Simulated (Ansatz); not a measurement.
# Al2Ru: how settings move the results

An exercise on one series of results from a longer session: the logs are not shown, and one member is left open.

Program: Ansatz 0.2.0. Level of theory: DFT r2SCAN, scalar-relativistic, plane waves, PAW. These are calculated values, not measurements.

1 further run of the same task is left out (set aside as unsound or not needed). Runs told in other sessions of the task aren't counted.

## Starting point

It takes space group Fddd (No. 70, orthorhombic). The conventional cell has a = 4.705 Å, b = 7.980 Å, c = 8.783 Å, α = 90.00°, β = 90.00°, γ = 90.00°. Al (site symmetry 2) is surrounded by 5 Ru at 2.57 to 2.72 Å and 5 Al at 2.60 to 2.73 Å. Around Ru (site symmetry 222) lie 10 Al at 2.57 to 2.72 Å.

Coordinates:

```xyz
6
Lattice="0.0000 3.9898 4.3915 2.3525 0.0000 4.3915 2.3525 3.9898 0.0000" Properties=species:S:1:pos:R:3 pbc="T T T"
Al    1.1762    0.6309    2.1958
Al    1.1762    3.3590    2.1958
Al    2.3525    1.3640    4.3915
Al    2.3525    6.6156    4.3915
Ru    3.5287    5.9848    6.5873
Ru    2.3525    3.9898    4.3915
```

Source of the structure: the Materials Project (structure only). It is taken as it stands there.

## The base input

Input file input.yaml:

```yaml
crystal:
  lattice:
    - [0.0, 3.9898374997, 4.3915250777]
    - [2.3524746913, 0.0, 4.3915250777]
    - [2.3524746913, 3.9898374997, 0.0]
  atoms:
    - { symbol: Al, position: [0.07906103, 0.42093897, 0.07906103] }
    - { symbol: Al, position: [0.42093897, 0.07906103, 0.42093897] }
    - { symbol: Al, position: [0.17093897, 0.82906103, 0.17093897] }
    - { symbol: Al, position: [0.82906103, 0.17093897, 0.82906103] }
    - { symbol: Ru, position: [0.75, 0.75, 0.75] }
    - { symbol: Ru, position: [0.5, 0.5, 0.5] }
basis:
  ecutwfc: 500
kpoints:
  mp_grid: { grid: [10, 10, 10] }
hamiltonian:
  xc: r2scan
scf:
  occupations: { method: gaussian, width: 0.01 }
output:
  forces: true
  stress: true
  eigenvalues: true
  populations: true
```

Its results, from an earlier run: -2324.6114 eV/atom at zero smearing, pressure 0.04 GPa, largest force 0.002 eV/Å, gap on the mesh 0.17 eV, in 7 SCF cycles and 61 s.

Set-up of the first run:

Input file input.yaml:

```yaml
crystal:
  lattice:
    - [0.0, 3.9898374997, 4.3915250777]
    - [2.3524746913, 0.0, 4.3915250777]
    - [2.3524746913, 3.9898374997, 0.0]
  atoms:
    - { symbol: Al, position: [0.07906103, 0.42093897, 0.07906103] }
    - { symbol: Al, position: [0.42093897, 0.07906103, 0.42093897] }
    - { symbol: Al, position: [0.17093897, 0.82906103, 0.17093897] }
    - { symbol: Al, position: [0.82906103, 0.17093897, 0.82906103] }
    - { symbol: Ru, position: [0.75, 0.75, 0.75] }
    - { symbol: Ru, position: [0.5, 0.5, 0.5] }
basis:
  ecutwfc: 150
kpoints:
  mp_grid: { grid: [10, 10, 10] }
hamiltonian:
  xc: r2scan
scf:
  occupations: { method: gaussian, width: 0.01 }
output:
  forces: true
  stress: true
  eigenvalues: true
```

Command:

```console
$ ansatz run input.yaml --threads 1 --pin off --max-ram 2560MiB --backend cpu --events-out ev --progress --plain --runs-dir out
```

Among the steps run: Plane-wave cutoff set to 150 eV; Plane-wave cutoff set to 200 eV; Plane-wave cutoff set to 250 eV; Plane-wave cutoff set to 300 eV; Plane-wave cutoff set to 350 eV; Plane-wave cutoff: 380 eV; Plane-wave cutoff: 460 eV; Plane-wave cutoff: 520 eV; Plane-wave cutoff set to 600 eV; Plane-wave cutoff set to 700 eV; Plane-wave cutoff: 850 eV.

One of the session's tables, all rows but one given; the rest of the session is left out.

```
cutoff (eV)  ΔE (meV/atom)  pressure (GPa)  largest change of a force component (eV/Å)  gap on the mesh (eV)
        150          16133           15.86                                       0.325                  none
        200           3234           -8.95                                       0.192                 0.113
        250            598            1.10                                       0.047                 0.110
        300              ?               ?                                           ?                     ?
        350           11.3            0.06                                       0.001                 0.173
        380           4.77            0.02                                       0.000                 0.173
        460           1.80            0.04                                       0.000                 0.174
        500           1.23            0.04                                       0.000                 0.174
        520           1.01            0.04                                       0.000                 0.174
        600           0.51            0.04                                       0.000                 0.174
        700           0.27            0.04                                       0.000                 0.174
        850           0.00            0.04                                       0.000                 0.174
```

Q: Estimate the row for cutoff (eV) = 300 from the others.

Worked estimate for «ΔE (meV/atom)». A straight line through the neighbours (250, 598) and (350, 11.3) gives 598 + (11.3 − 598) × (300 − 250) / (350 − 250) = 304.6; a parabola fitted to 4 rows on both sides gives -318.3.

The run gave: ΔE (meV/atom): 85.7; pressure (GPa): 0.65; largest change of a force component (eV/Å): 0.012; gap on the mesh (eV): 0.157. In «ΔE (meV/atom)» the line misses by +218.9 and the parabola by -404.0. Between these rows the values bend or scatter more than so simple an estimate can follow.

To keep in mind: Warnings in the runs' records: cutoff below recommended.
